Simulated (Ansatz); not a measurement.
# Convergence test, In2GaAs3

Computed with DFT PBEsol, scalar-relativistic, plane waves, PAW (Ansatz 0.2.0).

```xyz
6
Lattice="-2.1402 2.1402 9.0601 2.1402 -2.1402 9.0601 2.1402 2.1402 -9.0601" Properties=species:S:1:pos:R:3 pbc="T T T"
In    0.0000    0.0000    6.1021
In    0.0000    0.0000   12.0181
Ga    0.0000    0.0000    0.0000
As    2.1402    0.0000    4.5300
As    0.0000    2.1402    1.3676
As    0.0000    2.1402    7.6924
```

```json
{"Γ-centred k-mesh": "12×12×12", "occupation rule": "Gaussian smearing, 0.1 eV", "spin treatment": "unpolarised", "valence charge of the PAW sets": "In 13, Ga 13, As 15"}
```

The atoms stay fixed while the plane-wave cutoff is varied. ΔE is the energy extrapolated to zero smearing, less that of the reference run (850 eV). The cell isn't necessarily relaxed at this level. Pressure is positive in compression and holds a correction for the finite cutoff (Pulay stress).

Times are rough; the reference took 6.4 min on 1 thread of Arm Neoverse V1 (shared host), peak memory 2.4 GiB.

```csv
cutoff (eV),ΔE (meV/atom),P (GPa),largest change of a force component (eV/Å),plane waves at Γ,wall time (s)
150,35747,-0.16,0.378,703,43
200,6407,-1.75,0.244,1049,55
250,866,-3.02,0.032,1523,75
300,77.0,-2.52,0.011,1933,83
350,5.09,-2.67,0.002,2527,120
380,2.09,-2.69,0.000,2793,140
420,1.21,-2.69,0.001,3223,210
460,0.63,-2.69,0.000,3759,160
520,0.27,-2.69,0.000,4417,170
600,0.11,-2.69,0.000,5525,220
700,0.03,-2.69,0.000,6967,270
850,0.00,-2.69,0.000,9299,380
```